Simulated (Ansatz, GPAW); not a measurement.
Li: programs and potentials compared

```
CELL_PARAMETERS angstrom
-1.75465 1.75465 1.75465
1.75465 -1.75465 1.75465
1.75465 1.75465 -1.75465
ATOMIC_POSITIONS crystal
Li 0.00000 0.00000 0.00000
```

Alike in all runs: task single point; functional LDA; k mesh 11 × 11 × 11; occupations gaussian, width 0.05 eV; no spin polarisation; no spin-orbit coupling. LDA stands for any of its common fits. Pressure is positive in compression and, in plane waves, holds the error of the finite cutoff, which Ansatz's Pulay term estimates and takes out.

```csv
program and potentials,plane-wave cutoff (eV),notes,pressure (GPa)
"Ansatz, Ansatz PAW",420,"potentials made for PBE, which Ansatz adapts in part; 3 valence electrons an atom on average",?
"GPAW, the program's PAW data sets (release 1.2.1) made for this functional",800,1 valence electrons an atom on average,-1.48
"Ansatz, all-electron LAPW, scalar-relativistic",-,-,-1.55
```

Q: Estimate from the other rows what the run with Ansatz, Ansatz PAW gave.

A: Pressure -1.56 GPa. The other rows, which needn't bracket it: pressure -1.55 to -1.48.
